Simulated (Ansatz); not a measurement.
## Stationary points along a deformation path in TiSi$_{2}$

All numbers below come from Ansatz 0.2.0, DFT PBEsol, scalar-relativistic, plane waves, PAW. The runs took a 420 eV cutoff, a Γ-centred 16×16×16 mesh and Gaussian smearing (0.15 eV). No spin polarisation. Energies are free energies at this smearing, counted from the undisturbed cell; pressure is positive in compression.

The undisturbed cell (relaxed at this level; this form isn't the usual structure):

```
Ti Si
1.0
     1.75852   -6.67412    0.00000
     1.75852    6.67412    0.00000
     0.00000    0.00000    3.55562
Ti Si
2 4
Cartesian
  1.7585 -5.3062 2.6667
  1.7585 5.3062 0.8889
  1.7585 -0.8007 2.6667
  1.7585 0.8007 0.8889
  1.7585 3.3408 2.6667
  1.7585 -3.3408 0.8889
```

At fixed volume and fractional coordinates, lengths along (0.000, 0.000, 1.000) are scaled against those across it; ρ is that ratio over its starting value. V = 13.910 Å³/atom. Δσ is the stress along the axis less the mean stress across it (compression positive).

| ρ | ΔE (meV/atom) | Δσ (GPa) | space group |
| --- | --- | --- | --- |
| 0.850 | 150.6 | 29.73 | Cmcm |
| 0.920 | 42.0 | 16.91 | Cmcm |
| 0.960 | 10.4 | 8.61 | Cmcm |
| 1.000 | 0.0 | 0.10 | Cmcm |
| 1.100 | 55.5 | -20.03 | Cmcm |
| 1.200 | 192.6 | -33.65 | Cmcm |

**Question.** How does the stress give the slope of the energy, and where is the energy stationary?

**Answer.** Along the path d ln(length) is 2/3 d ln ρ on the axis and −1/3 d ln ρ across it, so dE/d ln ρ = −(2/3) V Δσ: the energy falls with ρ where Δσ is positive. Δσ vanishes or changes sign between ρ = 1.000 and 1.100, a minimum (near 1.00 by linear interpolation). Pairs of stationary points between two samples would go unseen, and could change a minimum read from distant neighbours into a maximum.

**Question.** Integrate that slope from ρ = 1 to 1.200 by the trapezoid rule.

**Answer.** With V/N in Å³ and 1 eV/Å³ = 160.2 GPa the slopes at ρ = 1.000, 1.100, 1.200 are -6, 1160, 1947 meV/atom per unit of ln ρ. The steps add 55.0 + 135.2 = 190.2 meV/atom, against 192.6 from the energies; the trapezoid rule misses the curvature of the slope within each step.

Forces appear on the atoms along this scan, and letting them relax would lower the energy and soften the response. In a metal these slopes depend on the k mesh and the smearing.

Cost: 6 runs of about 5.1 core-minutes in all, on Intel Xeon Platinum 8488C (Sapphire Rapids) (shared hosts).